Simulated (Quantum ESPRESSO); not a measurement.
Set up this calculation in Quantum ESPRESSO 7.5, as the native input.

```yaml
Task: dielectric tensor
Functional: BLYP
Potentials_or_basis: GBRV 1.5 PBE
Cutoff: 612 eV
Density_cutoff: 4898 eV
k_mesh: 8 × 8 × 4, shifted
Occupations: fermi-dirac, width 0.05 eV
Spin: no spin polarisation
Mixing_beta: 0.5
Most_SCF_iterations: 120
SCF_threshold: 8e-10 Ry
```

AlN:

```
CELL_PARAMETERS angstrom
3.11300 0.00000 0.00000
-1.55650 2.69594 0.00000
0.00000 0.00000 4.98100
ATOMIC_POSITIONS crystal
Al 0.66667 0.33333 0.50000
Al 0.33333 0.66667 0.00000
N 0.66667 0.33333 0.88000
N 0.33333 0.66667 0.38000
```

One way to write it, as run:

pw.in

```
&CONTROL
  calculation = 'scf'
  prefix = 'pwscf'
  outdir = './tmp'
  pseudo_dir = './pseudo'
  tprnfor = .true.
  tstress = .true.
  disk_io = 'low'
/
&SYSTEM
  ibrav = 0
  celldm(1) = 8
  nat = 4
  ntyp = 2
  ecutwfc = 45
  ecutrho = 360
  nbnd = 14
  input_dft = 'blyp'
  occupations = 'smearing'
  smearing = 'fd'
  degauss = 0.00367493
/
&ELECTRONS
  conv_thr = 8d-10
  electron_maxstep = 120
  mixing_beta = 0.5
/
ATOMIC_SPECIES
Al    26.9815 al_pbe_v1.uspp.F.UPF
N     14.0070 n_pbe_v1.2.uspp.F.UPF
CELL_PARAMETERS alat
  0.7353396782450   0.0000000000000   0.0000000000000
 -0.3676698391225   0.6368228417753   0.0000000000000
  0.0000000000000   0.0000000000000   1.1765907283451
ATOMIC_POSITIONS crystal
Al     0.6666666667    0.3333333333    0.5000000000
Al     0.3333333333    0.6666666667    0.0000000000
N      0.6666666667    0.3333333333    0.8800000000
N      0.3333333333    0.6666666667    0.3800000000
K_POINTS automatic
8 8 4 0 0 1
```

scf2.in

```
&CONTROL
  calculation = 'scf'
  prefix = 'pwscf'
  outdir = './tmp'
  pseudo_dir = './pseudo'
  tprnfor = .true.
  tstress = .true.
  disk_io = 'low'
/
&SYSTEM
  ibrav = 0
  celldm(1) = 8
  nat = 4
  ntyp = 2
  ecutwfc = 45
  ecutrho = 360
  nbnd = 14
  input_dft = 'blyp'
  occupations = 'fixed'
/
&ELECTRONS
  conv_thr = 1d-13
  electron_maxstep = 120
  mixing_beta = 0.5
  startingpot = 'file'
  startingwfc = 'file'
/
ATOMIC_SPECIES
Al    26.9815 al_pbe_v1.uspp.F.UPF
N     14.0070 n_pbe_v1.2.uspp.F.UPF
CELL_PARAMETERS alat
  0.7353396782450   0.0000000000000   0.0000000000000
 -0.3676698391225   0.6368228417753   0.0000000000000
  0.0000000000000   0.0000000000000   1.1765907283451
ATOMIC_POSITIONS crystal
Al     0.6666666667    0.3333333333    0.5000000000
Al     0.3333333333    0.6666666667    0.0000000000
N      0.6666666667    0.3333333333    0.8800000000
N      0.3333333333    0.6666666667    0.3800000000
K_POINTS automatic
8 8 4 0 0 1
```

ph.in

```
dielectric of AlN
&INPUTPH
  prefix = 'pwscf'
  outdir = './tmp'
  tr2_ph = 1d-18
  fildyn = 'dyn'
  niter_ph = 90
  alpha_mix(1) = 0.7
  epsil = .true.
  trans = .false.
  zeu = .true.
/
0.0000000000 0.0000000000 0.0000000000
```

Potentials or basis: GBRV 1.5 PBE.

Run with:

```bash
$ OMP_NUM_THREADS=1 pw.x -in pw.in > pw.out
$ OMP_NUM_THREADS=1 pw.x -in scf2.in > scf2.out
$ OMP_NUM_THREADS=1 ph.x -in ph.in > ph.out
```

Results of the run:

The pressure is 8.2 GPa. The largest force is 0.113 eV/Å and the electronic dielectric tensor (diagonal) is 4.29, 4.29, 4.45. The born charges (mean of the diagonal) is Al +2.58; N -2.58 e.

Caveat: the potentials were made for another functional, which shifts forces and pressure; the cell is more than 3 GPa from zero pressure, which shifts response properties.

It took 33 s on 1 thread of Intel(R) Xeon(R) 6975P-C (Granite Rapids), with other jobs on the host, peak memory 0.08 GiB.
